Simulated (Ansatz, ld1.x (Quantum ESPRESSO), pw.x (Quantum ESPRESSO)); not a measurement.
# Equation-of-state test of one PAW potential (phosphorus)

```
Element                 : phosphorus
Generator               : ld1.x (Quantum ESPRESSO) 7.5
Type                    : PAW
Functional              : PBE
Relativity              : scalar-relativistic
Frozen core             : [Ne]
Valence charge          : 5
Reference configuration : 3s2 3p3
Partial waves           : 3s (bound): rcut 1.20, rcutus 1.30 bohr; 3s channel at 3.55 Ry: rcut 1.20, rcutus 1.30 bohr; 3p (bound): rcut 0.95, rcutus 1.30 bohr; 3p channel at 1.45 Ry: rcut 0.95, rcutus 1.30 bohr
Local potential         : all-electron potential smoothed inside 1.05 bohr (lloc = -2)
Core correction         : Bessel-smoothed model core inside 1.30 bohr
Augmentation charge     : BESSEL, radius 0.70 bohr
```

Atomic tests: cutoffs needed: 21 Ry and 40 Ry (the cutoffs (Ry, on a coarse ladder) from which the occupation-weighted sum of valence levels, in a spherical-Bessel basis at the reference potential, stays within 10 and 1 mRy of its value at 400 Ry); ghost test: no extra level below or beside the all-electron valence levels (s, p, d, f tested) (spherical-Bessel basis up to 400 Ry, 20 bohr box); configuration tests: 2 of 7 tests not solved or not reliable.

Crystal test: fcc P in pw.x 7.5, no spin, 14³ k-points, Fermi–Dirac smearing 0.01 Ry, cutoffs 50/400 Ry. The reference is all-electron LAPW (Ansatz 0.2.0) with the same functional, mesh and smearing; V0 and B0 come from Birch–Murnaghan fits to the pressures at five volumes. Errors are pseudo minus all-electron; Δ is the rms difference of the E(V) curves that follow from these fits, minima aligned, over ±6 % about the mean V0. Mesh and smearing are coarse, so the numbers serve the comparison and aren't converged zero-temperature values; the lattice is a test structure that the element need not adopt.

```tsv
V (Å³/atom)	P all-electron (GPa)	P pseudo (GPa)
14.029	3.66	6.19
14.398	1.11	3.42
14.767	-1.13	0.97
15.136	-3.12	-1.21
15.505	-4.89	-3.16
```

All-electron: a0 = 3.878 Å (V0 = 14.58 Å³/atom), B0 = 88.9 GPa.

Pseudopotential: mean pressure error (GPa): +2.12; a0 (Å): 3.908; a0 error (%): +0.79; B0 error (%): +0.1; Δ (meV/atom): 6.8. This is a poor potential for the solid. Atomic configuration tests: 2 of 7 tests not solved or not reliable. The logarithmic derivative shows an extra or strongly shifted pseudo pole above the reference energy (p near 0.59 Ry).

At the middle volume, how do free energy and pressure move when the wave cutoff is lowered (ecutrho held at 400 Ry)?

```tsv
cutoff (Ry)	shift of F (meV/atom)	shift of P (GPa)
22	+107.2	-3.52
30	+21.7	-0.39
40	+6.4	-0.05
```

The run at the middle volume (104 k-points, 6 iterations) took about 14 s on one core of a shared host (Neoverse-N1, 64 threads, 124 GiB, load 64).
